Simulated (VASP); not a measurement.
Wanted: the native input for a VASP 6.6.1 run.

```yaml
Task: single point
Functional: PBEsol
Potentials_or_basis: VASP PAW PBE potentials, release 64 (Zr_sv)
Cutoff: 520 eV
k_mesh: 8 × 8 × 1
Occupations: gaussian, width 0.1 eV
Spin: no spin polarisation
Dipole_correction: yes
Further_INCAR_settings: ALGO = Fast; EDIFF = 1e-06; NBANDS = 38
```

The structure of Zr lies in POSCAR:

```
Zr
1.0
    3.5210548567      0.0000000000      0.0000000000
    0.0000000000      3.5210548567      0.0000000000
    0.0000000000      0.0000000000     24.0421097133
Zr
5
Direct
    0.5000000000      0.5000000000      0.3535463444
    0.0000000000      0.0000000000      0.4267731722
    0.5000000000      0.5000000000      0.4987929879
    0.0000000000      0.0000000000      0.5710461622
    0.5000000000      0.5000000000      0.6413188695
```

The slab is cut from a database's or a generator's crystal, which needn't be the stable form of the element.

The cell isn't the ideal one: clean slab, lower half held.

One way to write it, as run:

INCAR

```
  PREC = Accurate
  ENCUT = 520
  EDIFF = 1E-6
  ISMEAR = 0
  SIGMA = 0.1
  LREAL = F
  LASPH = T
  NELM = 100
  ALGO = Fast
  ISIF = 2
  LWAVE = F
  LCHARG = T
  LDIPOL = T
  IDIPOL = 3
  DIPOL = 0.5 0.5 0.498
  GGA = PS
  LELF = T
  LVHAR = T
  LVACPOTAV = T
  NBANDS = 38
```

KPOINTS

```
regular mesh
0
Gamma
  8 8 1
```

Potentials or basis: VASP PAW PBE potentials, release 64 (Zr_sv).

Launch:

```console
$ cat potpaw_PBE.64/Zr_sv/POTCAR > POTCAR
$ mpirun -np 1 vasp_std > vasp.out
```

It gave:

- Largest force: 0.350 eV/Å
- Band gap on the k mesh: none (metal or under the smearing width)
- Work function of the upper face: 3.31 eV
- Work function of the lower face: 3.32 eV

Caveat: the PAW data sets were made with another functional, which shifts forces and pressure a little.

It took 12 min on 1 thread of AMD EPYC 7R43 64-Core Processor (Zen 3), on a shared host, peak memory 0.37 GiB.
